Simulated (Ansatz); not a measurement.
**How Cu2O stores the work of compression**

These are results of DFT PBE, scalar-relativistic, plane waves, PAW (Ansatz 0.2.0), not measurements. Run with 420 eV cutoff, 8×8×8 k-mesh, Gaussian smearing of 0.02 eV, no spin polarisation.

The relaxed crystal:

```yaml
crystal:
  lattice:
    - [4.29824, 0.00000, 0.00000]
    - [0.00000, 4.29824, 0.00000]
    - [0.00000, 0.00000, 4.29824]
  atoms:
    - { symbol: Cu, position: [0.25000, 0.25000, 0.25000] }
    - { symbol: Cu, position: [0.25000, 0.75000, 0.75000] }
    - { symbol: Cu, position: [0.75000, 0.75000, 0.25000] }
    - { symbol: Cu, position: [0.75000, 0.25000, 0.75000] }
    - { symbol: O, position: [0.00000, 0.00000, 0.00000] }
    - { symbol: O, position: [0.50000, 0.50000, 0.50000] }
```

Cell and atoms were relaxed at each target pressure within the start's symmetry (Pn-3m), at zero temperature; other phases can be more stable under pressure. H = E + PV with P the target; E is the free energy at the smearing used, whose derivative the pressure is, per atom and counted from zero pressure. The mesh named is that at zero pressure; some other pressures ran on another.

```tsv
P (GPa)	V (Å³/atom)	E − E0 (meV)	H − H0 (meV)
0	13.235	0.0	0.0
1	13.113	0.4	82.3
4	12.800	5.3	324.9
12	12.128	38.2	946.5
25	11.333	128.1	1896.4
50	10.325	358.1	3580.1
90	9.317	788.2	6021.9
```

Question: Thermodynamics gives dH/dP = V along a relaxed path. Integrate V over P by the trapezoid rule and compare with the computed enthalpies.

Answer: With 1 eV/Å³ = 160.22 GPa, each step adds the mean volume times ΔP / 160.22:
```tsv
P (GPa)	∫V dP (meV)	H − H0 (meV)	difference (meV)
1	82.2	82.3	0.0
4	324.8	324.9	-0.1
12	947.2	946.5	0.6
25	1899.0	1896.4	2.5
50	3588.7	3580.1	8.5
90	6040.5	6021.9	18.6
```

V(P) curves upward, so the trapezoid rule runs high; integrating a smooth curve through the same points puts that excess at about 18.8 meV at 90 GPa, against the 18.6 meV found.

Question: At 90 GPa, how much of the enthalpy change is stored energy and how much is the PV term?

Answer: E rises by 788 meV/atom and PV is 90 × 9.317 / 160.22 = 5234 meV/atom, so PV makes 87 % of ΔH. So between rival structures at high pressure a small difference in volume can outweigh the difference in energy: 1 % of this volume is worth 52.3 meV/atom at this pressure.

Question: What bulk modulus do the lowest pressures give?

Answer: From the pressures that the runs reached, -1.07 GPa (13.366 Å³) and 1.06 GPa (13.113 Å³), B = −ΔP/Δln V = 2.13 / 0.0191 = 112 GPa, a mean over that range.

Question: The gap is 0.455 eV at -1.07 GPa and 0.496 eV at 1.06 GPa. What pressure coefficient and volume deformation potential follow?

Answer: dE_g/dP = 18.9 meV/GPa, and a_V = dE_g/d ln V = −B dE_g/dP = -2.11 eV. If the edges move to other points of the zone within the range, this is a mean of two slopes. Gaps are Kohn–Sham gaps over the whole zone.